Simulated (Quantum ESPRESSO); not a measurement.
In: phonons with PBE

In:

```
CELL_PARAMETERS angstrom
-1.88253 1.88253 1.88253
1.88253 -1.88253 1.88253
1.88253 1.88253 -1.88253
ATOMIC_POSITIONS crystal
In 0.00000 0.00000 0.00000
```

This isn't the form of In at room conditions, which is tetragonal.

```json
{"Program": "Quantum ESPRESSO 7.5", "Task": "phonons", "Functional": "PBE", "Potentials or basis": "SPMS 1.0 PBE", "Cutoff": "857 eV", "Density cutoff": "3429 eV", "k mesh": "10 × 10 × 10", "Occupations": "cold, width 0.2 eV", "Spin": "no spin polarisation", "Mixing beta": "0.5", "Most SCF iterations": "120", "SCF threshold": "2e-10 Ry"}
```

```
Relaxed volume                              : 27.78 Å³/atom
Relaxed cell                                : a = 3.305 Å, b = 3.305 Å, c = 3.305 Å, α = 109.47°, β = 109.47°, γ = 109.47°
Space group after relaxing (to 0.05 Å)      : Im-3m (No. 229)
Pressure after relaxing                     : 0.0 GPa
Band gap on the k mesh                      : none (metal or under the smearing width)
Highest phonon frequency at the q point run : 109 cm⁻¹
```

Step by step:
| step | energy change (eV) | largest force (eV/Å) | pressure (GPa) | volume (Å³) |
| --- | --- | --- | --- | --- |
| 1 | 0.0000 | 0.0000 | 1.54 | 26.69 |
| 2 | -0.0018 | 0.0000 | 1.22 | 26.90 |
| 3 | -0.0033 | 0.0000 | 0.87 | 27.13 |
| 4 | -0.0047 | 0.0000 | 0.39 | 27.48 |
| 5 | -0.0051 | 0.0000 | 0.02 | 27.77 |
| 6 | -0.0051 | 0.0000 | 0.00 | 27.78 |

Final structure:
```yaml
crystal:
  lattice:
    - [-1.90791, 1.90791, 1.90791]
    - [1.90791, -1.90791, 1.90791]
    - [1.90791, 1.90791, -1.90791]
  atoms:
    - { symbol: In, position: [0.00000, 0.00000, 0.00000] }
```

Levels at points of the mesh, in eV from the Fermi level:
| k point | band 4 | band 5 | band 6 | band 7 | band 8 | band 9 |
| --- | --- | --- | --- | --- | --- | --- |
| (0.00, 0.00, 0.00) | -14.34 | -14.34 | -9.07 | 10.53 | 10.53 | 10.53 |
| (0.00, 0.00, -0.50) | -14.34 | -14.19 | -3.85 | -2.87 | 5.74 | 7.23 |
| (-0.50, -0.50, -0.50) | -14.23 | -14.23 | 0.68 | 1.35 | 1.35 | 1.35 |

Phonon frequencies in cm⁻¹ (negative: imaginary):
```
              q point  frequencies
(0.000, 0.000, 0.500)   -11 54 109
```

Phonon modes at q = (0.000, 0.000, 0.500) in reciprocal lattice units:
| mode | symmetry | cm⁻¹ |
| --- | --- | --- |
| 1 | B_2u | -11 |
| 2 | B_1u | 54 |
| 3 | B_3u | 109 |

It took 6.6 min on 1 thread of Arm Neoverse N1, on a shared host, peak memory 0.09 GiB.

Caveat: some modes are imaginary.
